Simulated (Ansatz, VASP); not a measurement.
**SiGe: VASP beside Ansatz**

```
Si Ge
1.0
     5.54396    0.00000    0.00000
     0.00000    5.54396    0.00000
     0.00000    0.00000    5.54396
Si Ge
4 4
Direct
  0.00000 0.00538 0.00000
  0.00000 0.49462 0.50000
  0.24462 0.25000 0.25000
  0.75538 0.25000 0.75000
  0.50000 0.00576 0.50000
  0.50000 0.49424 0.00000
  0.24424 0.75000 0.75000
  0.75576 0.75000 0.25000
```

Alike in both runs: functional PBEsol; k mesh 6 × 6 × 6; occupations gaussian, width 0.02 eV; no spin polarisation.

Ansatz relaxed the structure, and its values are those at the end. VASP's run is a single point on that final structure, the one shown.

```csv
,VASP,Ansatz
version,VASP 6.6.1,Ansatz 0.2.0
potentials or method,"VASP PAW PBE potentials, release 64 (Si, Ge_d)","scalar-relativistic, plane waves, PAW"
plane-wave cutoff (eV),520,420
valence electrons in the cell,72,72
```

Ansatz gave:

| Quantity | Value |
| --- | --- |
| gap on the k mesh at the Fermi level (eV) | 0.34 |
| least direct gap on the mesh (eV) | 0.34 |
| pressure (GPa) | 0.0 |
| rms of the force components (eV/Å) | 0.001 |

Problem. Which values does VASP return?

Solution. gap on the k mesh at the Fermi level (eV): 0.34; least direct gap on the mesh (eV): 0.34; pressure (GPa): 0.0; rms of the force components (eV/Å): 0.004.

Caveats: the PAW data sets were made with another functional, which shifts forces and pressure a little (VASP).
